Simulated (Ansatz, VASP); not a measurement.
## Sc16Pt15: VASP beside Ansatz

Wanted: the spread between two codes on one cell, functional and k mesh. The structure shown is the end of the VASP relaxation below.

Calculated with Ansatz 0.2.0; plane waves, with VASP 6.6.1 beside it; single point at PBEsol.

### Step 1. The starting structure

The cell holds 31 atoms: 15 Pt and 16 Sc. Cell: a = 9.201 Å, b = 9.201 Å, c = 9.201 Å, α = 60.0°, β = 60.0°, γ = 60.0°. It derives from ScPt. Nearest the centre at fractional (0.000, 0.000, 0.000): Sc31 at 2.79 Å, Sc19 at 2.79 Å, Sc28 at 2.79 Å, Sc18 at 2.79 Å, Sc17 at 2.79 Å, Sc30 at 2.79 Å, Sc16 at 2.79 Å, Sc29 at 2.79 Å.

### Step 2. VASP: relaxation, PBEsol

This run makes the geometry at which the two programs are then compared.

Lines of VASP's logs that name or quote its potential files are left out, and so is its time.

Contents of INCAR:

```
SYSTEM = Sc16Pt15
PREC = Normal
ENCUT = 300
EDIFF = 1E-05
NELM = 120
ISMEAR = 1
SIGMA = 0.2
LREAL = Auto
ALGO = Fast
GGA = PS
LORBIT = 11
LWAVE = .FALSE.
LCHARG = .TRUE.
KPAR = 4
IBRION = 2
NSW = 50
ISIF = 2
EDIFFG = -0.03
POTIM = 0.4
MAXMIX = 40
ISYM = 2
```

Contents of POSCAR:

```
Sc16Pt15
1.0
    0.0000000000      6.5060209478      6.5060209478
    6.5060209478      0.0000000000      6.5060209478
    6.5060209478      6.5060209478      0.0000000000
Pt Sc
15 16
Direct
    0.5000000000      0.0000000000      0.0000000000
    0.0000000000      0.5000000000      0.0000000000
    0.0000000000      0.0000000000      0.5000000000
    0.2500000000      0.2500000000      0.2500000000
    0.5000000000      0.5000000000      0.0000000000
    0.5000000000      0.0000000000      0.5000000000
    0.7500000000      0.2500000000      0.2500000000
    0.0000000000      0.5000000000      0.5000000000
    0.2500000000      0.7500000000      0.2500000000
    0.2500000000      0.2500000000      0.7500000000
    0.5000000000      0.5000000000      0.5000000000
    0.7500000000      0.7500000000      0.2500000000
    0.7500000000      0.2500000000      0.7500000000
    0.2500000000      0.7500000000      0.7500000000
    0.7500000000      0.7500000000      0.7500000000
    0.1250000000      0.1250000000      0.1250000000
    0.6250000000      0.1250000000      0.1250000000
    0.1250000000      0.6250000000      0.1250000000
    0.1250000000      0.1250000000      0.6250000000
    0.3750000000      0.3750000000      0.3750000000
    0.6250000000      0.6250000000      0.1250000000
    0.6250000000      0.1250000000      0.6250000000
    0.8750000000      0.3750000000      0.3750000000
    0.1250000000      0.6250000000      0.6250000000
    0.3750000000      0.8750000000      0.3750000000
    0.3750000000      0.3750000000      0.8750000000
    0.6250000000      0.6250000000      0.6250000000
    0.8750000000      0.8750000000      0.3750000000
    0.8750000000      0.3750000000      0.8750000000
    0.3750000000      0.8750000000      0.8750000000
    0.8750000000      0.8750000000      0.8750000000
```

Contents of KPOINTS:

```
Automatic mesh
0
Gamma
3 3 3
0 0 0
```

The projector-augmented-wave data sets are Pt and Sc_sv (PBE family, release 64).

Run with:

```
> mpirun -np 4 vasp_std
```

Numbers of over 12 decimals in the logs are rounded to 6 here.

Output:

```text
[banner, memory and clock lines left out]
running    4 mpi-ranks, on    1 nodes
[...]
|                                                                             |
|               ----> ADVICE to this user running VASP <----                  |
|                                                                             |
|     You enforced a specific xc type in the INCAR file but a different       |
|     [... a line on the potential file left out ...]
|     I HOPE YOU KNOW WHAT YOU ARE DOING!                                     |
|                                                                             |

 LDA part: xc-table for (Slater+PW92), standard interpolation
 POSCAR, INCAR and KPOINTS ok, starting setup
[...]
entering main loop
       N       E                     dE             d eps       ncg     rms          rms(c)
DAV:   1     0.452443000450E+04    0.45244E+04   -0.10655E+05  1664   0.119E+03
DAV:   2     0.388952909212E+03   -0.41355E+04   -0.40548E+04  1600   0.583E+02
DAV:   3    -0.197012240862E+03   -0.58597E+03   -0.54312E+03  2693   0.200E+02
DAV:   4    -0.265299340934E+03   -0.68287E+02   -0.65407E+02  2536   0.699E+01
[...]
RMM:  22    -0.246578066598E+03   -0.15421E-04   -0.15397E-04  1050   0.903E-03    0.893E-04
RMM:  23    -0.246578080445E+03   -0.13847E-04   -0.14068E-04  1043   0.776E-03    0.176E-03
RMM:  24    -0.246578087184E+03   -0.67394E-05   -0.68728E-05  1026   0.620E-03
   1 F= -.24657809E+03 E0= -.24656682E+03  d E =-.246578E+03
[... from here on, the cycles between the ionic steps are left out ...]
   2 F= -.24659454E+03 E0= -.24658268E+03  d E =-.164556E-01
   3 F= -.24661285E+03 E0= -.24659951E+03  d E =-.347641E-01
   4 F= -.24661374E+03 E0= -.24660002E+03  d E =-.356556E-01
   5 F= -.24661376E+03 E0= -.24659998E+03  d E =-.356711E-01
   6 F= -.24661432E+03 E0= -.24660045E+03  d E =-.566482E-03
 trial-energy change:   -0.000566  1 .order   -0.000443   -0.000669   -0.000217
 step:   1.8151(harm=  2.3074)  dis= 0.00239  next Energy=  -246.614343 (dE=-0.585E-03)
 reached required accuracy - stopping structural energy minimisation
```

OUTCAR, selected parts (step 2):

```text
  Total       -2.0286994     -2.0286994     -2.0286994      0.0000000     -0.0000000      0.0000000
  in kB       -5.9013574     -5.9013574     -5.9013574      0.0000000     -0.0000000      0.0000000
  external PRESSURE =      -5.9013574 kB  Pullay stress =       0.0000000 kB

 POSITION                                       TOTAL-FORCE (eV/Angst)
 -----------------------------------------------------------------------------------
      0.00000      3.25301      3.25301         0.000000      0.000000     -0.000000
      3.25301      0.00000      3.25301         0.000000     -0.000000     -0.000000
      3.25301      3.25301      0.00000         0.000000      0.000000     -0.000000
      3.25301      3.25301      3.25301         0.000000      0.000000     -0.000000
      3.25301      3.25301      6.50602         0.000000     -0.000000      0.000000
      3.25301      6.50602      3.25301         0.000000     -0.000000     -0.000000
      3.26304      6.50602      6.50602         0.016597      0.000000      0.000000
      6.50602      3.25301      3.25301         0.000000     -0.000000      0.000000
      6.50602      3.26304      6.50602         0.000000      0.016597      0.000000
      6.50602      6.50602      3.26304         0.000000      0.000000      0.016597
      6.50602      6.50602      6.50602         0.000000      0.000000      0.000000
      6.50602      6.50602      9.74900         0.000000      0.000000     -0.016597
      6.50602      9.74900      6.50602         0.000000     -0.016597      0.000000
      9.74900      6.50602      6.50602        -0.016597      0.000000      0.000000
[...]
-----------------------------------------------------------------------------------
    total drift:                                0.000000     -0.000000      0.000000

  FREE ENERGIE OF THE ION-ELECTRON SYSTEM (eV)
  ---------------------------------------------------
  free  energy   TOTEN  =      -246.6143247474 eV

  energy  without entropy=     -246.5727054005  energy(sigma->0) =     -246.60045163

 reached required accuracy - stopping structural energy minimisation

[... 3 further parts left out ...]
[key lines of the parts left out:]
E-fermi :   7.6734
```

The run keeps the 48 symmetry operations of its start, so it cannot find a distortion of lower symmetry.

### Step 3. Ansatz: single point, PBEsol

Ansatz runs on its default PAW (the set named soft_2) files.

The same cell, functional, mesh and smearing now go to Ansatz, which takes its cutoff from its data sets.

Contents of input.yaml:

```yaml
crystal:
  lattice:
    - [0.0, 6.50602095, 6.50602095]
    - [6.50602095, 0.0, 6.50602095]
    - [6.50602095, 6.50602095, 0.0]
  atoms:
    - { symbol: Pt, position: [0.5, 0.0, 0.0] }
    - { symbol: Pt, position: [0.0, 0.5, 0.0] }
    - { symbol: Pt, position: [0.0, 0.0, 0.5] }
    - { symbol: Pt, position: [0.25, 0.25, 0.25] }
    - { symbol: Pt, position: [0.5, 0.5, 0.0] }
    - { symbol: Pt, position: [0.5, 0.0, 0.5] }
    - { symbol: Pt, position: [0.74922885, 0.25077115, 0.25077115] }
    - { symbol: Pt, position: [0.0, 0.5, 0.5] }
    - { symbol: Pt, position: [0.25077115, 0.74922885, 0.25077115] }
    - { symbol: Pt, position: [0.25077115, 0.25077115, 0.74922885] }
    - { symbol: Pt, position: [0.5, 0.5, 0.5] }
    - { symbol: Pt, position: [0.74922885, 0.74922885, 0.25077115] }
    - { symbol: Pt, position: [0.74922885, 0.25077115, 0.74922885] }
    - { symbol: Pt, position: [0.25077115, 0.74922885, 0.74922885] }
    - { symbol: Pt, position: [0.75, 0.75, 0.75] }
    - { symbol: Sc, position: [0.12370354, 0.12370354, 0.12370354] }
    - { symbol: Sc, position: [0.62888938, 0.12370354, 0.12370354] }
    - { symbol: Sc, position: [0.12370354, 0.62888938, 0.12370354] }
    - { symbol: Sc, position: [0.12370354, 0.12370354, 0.62888938] }
    - { symbol: Sc, position: [0.37409007, 0.37409007, 0.37409007] }
    - { symbol: Sc, position: [0.62590993, 0.62590993, 0.12227021] }
    - { symbol: Sc, position: [0.62590993, 0.12227021, 0.62590993] }
    - { symbol: Sc, position: [0.87772979, 0.37409007, 0.37409007] }
    - { symbol: Sc, position: [0.12227021, 0.62590993, 0.62590993] }
    - { symbol: Sc, position: [0.37409007, 0.87772979, 0.37409007] }
    - { symbol: Sc, position: [0.37409007, 0.37409007, 0.87772979] }
    - { symbol: Sc, position: [0.62590993, 0.62590993, 0.62590993] }
    - { symbol: Sc, position: [0.87629646, 0.87629646, 0.37111062] }
    - { symbol: Sc, position: [0.87629646, 0.37111062, 0.87629646] }
    - { symbol: Sc, position: [0.37111062, 0.87629646, 0.87629646] }
    - { symbol: Sc, position: [0.87629646, 0.87629646, 0.87629646] }
hamiltonian:
  xc: pbesol
  pseudopotentials: { kind: paw }
kpoints:
  mp_grid: { grid: [3, 3, 3] }
scf:
  occupations: { method: methfessel_paxton, width: 0.2 }
  n_extra_bands: 11
output:
  forces: true
  eigenvalues: true
```

Run with:

```
> ansatz run input.yaml --threads 8 --pin off --max-ram 18432MiB --backend cpu --events-out ev --progress --plain --runs-dir out
```

Output:

```text
scf.n_extra_bands = 11 over 223 filled bands (N_el = 446.0): the run solves 234 bands
Engine: ansatz 0.2.0, aarch64-unknown-linux-gnu
Pseudopotentials: kind: paw
Pseudopotential: Pt, paw, valence charge 18, recommended cutoff 420 eV (normal), Pt.paw.azcp
Pseudopotential: Sc, paw, valence charge 11, recommended cutoff 420 eV (normal), Sc.paw.azcp
Functional definition: PBEsol
  exchange = pbesol_x
  correlation = pbesol_c
Crystal: 31 atoms, lattice volume = 550.778 Å³
Basis set: ecut = 420 eV, 10849 PW (Γ), exchange–correlation on 128×128×128 points (8 copies of the dense FFT grid, shifted against one another)
Bands: 234, of which v1, the nominal top of the filled ones, is band 223 counted from 1 (222 counted from 0)
Symmetry: 48 space group operations
Space group: Fm-3m (ITA 225), of the structure as read, at distance tolerance 8.2e-5 Å
k-points: 4 of 27
Non-local potential: Pt, projectors of the file, l = 0: 3, l = 1: 2, l = 2: 2, l = 3: 1
Non-local potential: Sc, projectors of the file, l = 0: 3, l = 1: 2, l = 2: 3, l = 3: 1
PAW form: soft (Blöchl's): semilocal exchange-correlation on the pseudo side does not see the compensation charge
PAW frozen core: Pt, regenerated for the run's functional, and the local potential with it (the file was generated under x = pbe(κ = 0.804, μ = 0.219515), c = pbe(β = 0.066725))
PAW frozen core: Sc, regenerated for the run's functional, and the local potential with it (the file was generated under x = pbe(κ = 0.804, μ = 0.219515), c = pbe(β = 0.066725))
PAW one-centre angular grid: Pt, 590 points (default); XC on 64 Gauss nodes
PAW one-centre angular grid: Sc, 590 points (default); XC on 64 Gauss nodes
Initial density: superposition of atomic densities (neutral atoms: chi_scale 0, normalization atom), corrected by the library's trained network
Initial wavefunctions: pseudopotential atomic-orbital guess
Functional: x = pbesol(κ = 0.804, μ = 0.123457), c = pbesol(β = 0.046)
SCF iter   1: F=—  HF=-219575.786030 eV  |F-HF|=—  |Δ(HF+E_count)|=         —  Δρ=8.11e-3  dr2=4.35e-1  ethr=1.77e-3  ⟨swp⟩=4.0  Hψ=3005  notcnv=0
preconditioner: auto → Kerker (q_TF=auto, 2.634 Å⁻¹)  [metal: Δε(μ)=0.130 eV  Ē_g=4.061 eV  σ=0.200 eV  W_gap=0.46  n_scr=168 (ndim 8)  ℏωp=22.3 eV  f_vac=0.002  D(μ)=22.91/eV (n_scr^D=180)]
SCF iter   2: F=—  HF=-219575.693971 eV  |F-HF|=—  |Δ(HF+E_count)|=   9.21e-2  S|Δr|=    0.00e0  Δρ=3.08e-3  dr2=4.68e-2  ethr=9.75e-5  ⟨swp⟩=2.2  Hψ=1967  notcnv=0
SCF iter   3: F=—  HF=-219575.681163 eV  |F-HF|=—  |Δ(HF+E_count)|=   1.28e-2  S|Δr|=    0.00e0  Δρ=1.38e-3  dr2=8.88e-3  ethr=1.05e-5  ⟨swp⟩=2.0  Hψ=1297  notcnv=0
SCF iter   4: F=—  HF=-219575.678779 eV  |F-HF|=—  |Δ(HF+E_count)|=   2.38e-3  S|Δr|=    0.00e0  Δρ=3.31e-4  dr2=6.40e-4  ethr=1.99e-6  ⟨swp⟩=2.0  Hψ=1332  notcnv=0
SCF iter   5: F=—  HF=-219575.678761 eV  |F-HF|=—  |Δ(HF+E_count)|=   1.90e-5  S|Δr|=    0.00e0  Δρ=1.06e-4  dr2=1.33e-4  ethr=1.43e-7  ⟨swp⟩=2.0  Hψ=1781  notcnv=0
SCF iter   6: F=—  HF=-219575.678713 eV  |F-HF|=—  |Δ(HF+E_count)|=   4.73e-5  S|Δr|=    0.00e0  Δρ=4.78e-5  dr2=3.52e-5  ethr=2.98e-8  ⟨swp⟩=2.0  Hψ=1775  notcnv=0
SCF iter   7: F=—  HF=-219575.680038 eV  |F-HF|=—  |Δ(HF+E_count)|=   1.33e-3  S|Δr|=    0.00e0  Δρ=1.98e-5  dr2=8.87e-6  ethr=7.89e-9  ⟨swp⟩=2.0  Hψ=1316  notcnv=0
SCF iter   8: F=—  HF=-219575.680037 eV  |F-HF|=—  |Δ(HF+E_count)|=   1.32e-6  S|Δr|=    0.00e0  Δρ=9.76e-6  dr2=1.30e-6  ethr=1.99e-9  ⟨swp⟩=2.0  Hψ=1289  notcnv=0
SCF iter   9: F=—  HF=-219575.680037 eV  |F-HF|=—  |Δ(HF+E_count)|=   1.91e-7  S|Δr|=    0.00e0  Δρ=4.37e-6  dr2=1.69e-7  ethr=2.92e-10  ⟨swp⟩=2.0  Hψ=1597  notcnv=0
SCF iter  10: F=-219575.680037 eV  HF=-219575.680037 eV  |F-HF|=4.43e-8  |Δ(HF+E_count)|=   1.47e-8  S|Δr|=    0.00e0  Δρ=2.30e-6  dr2=5.98e-8  ethr=2.24e-11  ⟨swp⟩=5.0  Hψ=3164  notcnv=0
SCF 1 converged in 10 iterations: F = -219575.680037 eV  dr2 = 5.98e-8
  greatest PAW one-centre occupation: 1.000 electrons in one spin orbital (limit 2), on the Pt atom at site 13 (counted from 0), in its partial waves of l = 0
SCF converged after 10 iterations
Stability not checked: this state was not tested for a lower state beside it, because cold or Methfessel-Paxton smearing, or corrected tetrahedra, fill the levels in a way that the test cannot read (fill_not_monotonic; see scf.lower_state_search)
Free energy (F): -219575.680037 eV
Harris-Foulkes:  -219575.680037 eV  (|F-HF|=4.43e-8)
Internal energy: -219575.639393 eV  (E = F + TS)
E sigma→0 (E₀):  -219575.669876 eV
Entropy (-TS):   -0.040644 eV (-1.311 meV/atom)
Fermi energy:    16.634226 eV
Step filling:    the computed levels leave a gap of 0.0315 eV = 0.2 smearing widths at the electron count; against every level under it full and every level over it empty, smearing changes F+E_penalty+E_count by -19.309 meV and its σ→0 estimate by -9.148 meV
--- Per-component energies (eV) ---
  E_band       = -5313.446571
  E_kinetic    = 13787.368420
  E_local      = -40244.161044  (includes V_loc(G=0)·N_el)
  E_nonlocal   = 4349.880824
  E_hartree    = 14829.049297
  E_xc         = -5590.333449
  E_vxc        = -6634.624234  (∫ρ·V_xc dr)
  E_paw        = -154655.303913  (= ΣΔE_a)
  E_vpaw       = -6230.011768  (= ΣTr[D̂ρ^β])
  E_aug_tail   = 0.002900  (compensation charges beyond the density's cutoff)
  E_ewald      = -52058.511546
  E_core_change = 6.369118  (= ΣΔE_core)
  E_smearing   = -0.040644  (= −TS)
  E_closure    = -0.000000  (closes the sum)
  Σ components = -219575.680037   (vs F -219575.680037, Δ=0.00e0)
--- Forces (eV/Å), atoms counted from 1 ---
  atom   1  Pt     0.00000000    -0.00000000    -0.00000000
  atom   2  Pt     0.00000000    -0.00000000     0.00000000
  atom   3  Pt     0.00000000    -0.00000000    -0.00000000
  atom   4  Pt     0.00000000    -0.00000000    -0.00000000
  atom   5  Pt     0.00000000    -0.00000000    -0.00000000
  atom   6  Pt     0.00000000    -0.00000000    -0.00000000
  atom   7  Pt     0.00261834    -0.00000000     0.00000000
  atom   8  Pt     0.00000000    -0.00000000    -0.00000000
  atom   9  Pt     0.00000000     0.00261834    -0.00000000
  atom  10  Pt     0.00000000    -0.00000000     0.00261834
  atom  11  Pt     0.00000000    -0.00000000     0.00000000
  atom  12  Pt     0.00000000    -0.00000000    -0.00261834
  atom  13  Pt     0.00000000    -0.00261834     0.00000000
  atom  14  Pt    -0.00261834    -0.00000000    -0.00000000
  atom  15  Pt     0.00000000    -0.00000000     0.00000000
  atom  16  Sc     0.00425065     0.00425065     0.00425065
  atom  17  Sc     0.00425065    -0.00425065    -0.00425065
  atom  18  Sc    -0.00425065     0.00425065    -0.00425065
  atom  19  Sc    -0.00425065    -0.00425065     0.00425065
  atom  20  Sc     0.00152536     0.00152536     0.00152536
  atom  21  Sc     0.00152536     0.00152536    -0.00152536
  atom  22  Sc     0.00152536    -0.00152536     0.00152536
  atom  23  Sc     0.00152536    -0.00152536    -0.00152536
  atom  24  Sc    -0.00152536     0.00152536     0.00152536
  atom  25  Sc    -0.00152536     0.00152536    -0.00152536
  atom  26  Sc    -0.00152536    -0.00152536     0.00152536
  atom  27  Sc    -0.00152536    -0.00152536    -0.00152536
  atom  28  Sc     0.00425065     0.00425065    -0.00425065
  atom  29  Sc     0.00425065    -0.00425065     0.00425065
  atom  30  Sc    -0.00425065     0.00425065     0.00425065
  atom  31  Sc    -0.00425065    -0.00425065    -0.00425065
  max |Σ_I F_I| component: 2.17e-17 eV/Å
--- Band table (eV) ---
  k-point 0: bands = [... 219 lower, 16.4752, 16.5400, 16.5400, 16.5400, 16.9500, 16.9500, 16.9500, 17.1280, ... 7 higher]
  k-point 1: bands = [... 219 lower, 16.5361, 16.7778, 16.7778, 16.9346, 16.9346, 16.9581, 17.0833, 17.0833, ... 7 higher]
  k-point 2: bands = [... 219 lower, 16.0405, 16.0405, 16.4467, 16.4467, 16.6187, 16.6281, 16.6281, 16.7251, ... 7 higher]
  k-point 3: bands = [... 219 lower, 15.9964, 16.4425, 16.4805, 16.5573, 16.5707, 16.5871, 16.7683, 16.8449, ... 7 higher]
```

The job ended after 7.6 s (8 threads of Arm Neoverse V1, shared host; peak memory 2.7 GiB; 58 s of CPU time).

### Step 4. Side by side

Known differences besides the potentials themselves: the data sets hold 446 valence electrons in Ansatz (default PAW (the set named soft_2) files) and 326 in VASP; the cutoff is 420 eV in Ansatz and 300 eV in VASP (PREC = Normal, projectors in real space); Ansatz makes its cores anew for this functional, VASP keeps those of its PBE data sets; VASP leaves aspherical gradient terms in its spheres out (LASPH is not set), Ansatz keeps them. Total energies have different zeros and are not compared.

At this near-relaxed geometry the largest component of a force difference is 14 meV/Å. VASP's last cycles still show a density residual of 3e-03, so its state may not be settled.

### Step 5. Summary of results

```json
{"r.m.s. force difference (single point, PBEsol)": "4.9 meV/Å"}
```

The r.m.s. force difference is 4.9 meV/Å (single point, PBEsol), within the 12 meV/Å picked in this series as the mark of a large difference. Such differences can come from data sets, numerical settings and the points named under the comparisons, not from the functional's error against experiment.

[Lines on the potential files, build, host, timing and source positions are cut from VASP's logs without a mark.]

[Logs are printed without paths, hosts, clocks, repeated set-up lines and the standing remarks that a program may print on its own settings, such as how far it seeks lower states.]

[Hosts, paths, dates, database ids (printed as entryN), source tags and the programs' standing remarks are cut or masked in the printed files.]
